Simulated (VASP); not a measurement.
Here is a VASP 6.6.1 calculation.

Contents of INCAR:

```
ALGO = Normal
EDIFF = 1E-6
EDIFFG = -0.01
ENCUT = 520
GGA = PE
IBRION = 2
ISIF = 3
ISMEAR = 0
KPAR = 2
LASPH = T
LCHARG = F
LREAL = F
LWAVE = F
NELM = 120
NSW = 90
PREC = Accurate
SIGMA = 0.03
```

File KPOINTS:

```
k-points
0
Gamma
  8 8 4
```

POSCAR

```
MgSn2N2
1.0
    3.2572788400      0.0000000000      0.0000000000
   -1.6286394200      2.8208862200      0.0000000000
    0.0000000000      0.0000000000      8.6800000000
Mg Sn N
1 2 2
Direct
    0.0000000000      0.0000000000      0.0000000000
    0.6666666700      0.3333333300      0.3024193500
    0.3333333300      0.6666666700      0.6975806500
    0.6666666700      0.3333333300      0.8474654400
    0.3333333300      0.6666666700      0.1525345600
```

Potentials or basis: VASP PAW PBE potentials, release 64 (Mg, Sn_d, N).

Command:

```sh
$ cat potpaw_PBE.64/Mg/POTCAR potpaw_PBE.64/Sn_d/POTCAR potpaw_PBE.64/N/POTCAR > POTCAR
$ mpirun -np 2 vasp_std > vasp.out
```

(1) Estimate the band gap on the k mesh.

(2) Predict the relaxed volume.

Answers

(1) 0.84 eV, indirect (least direct gap 1.44 eV).

(2) 16.54 Å³/atom.

Caveat: spin-orbit coupling is left out, which moves the levels of the heavy elements.
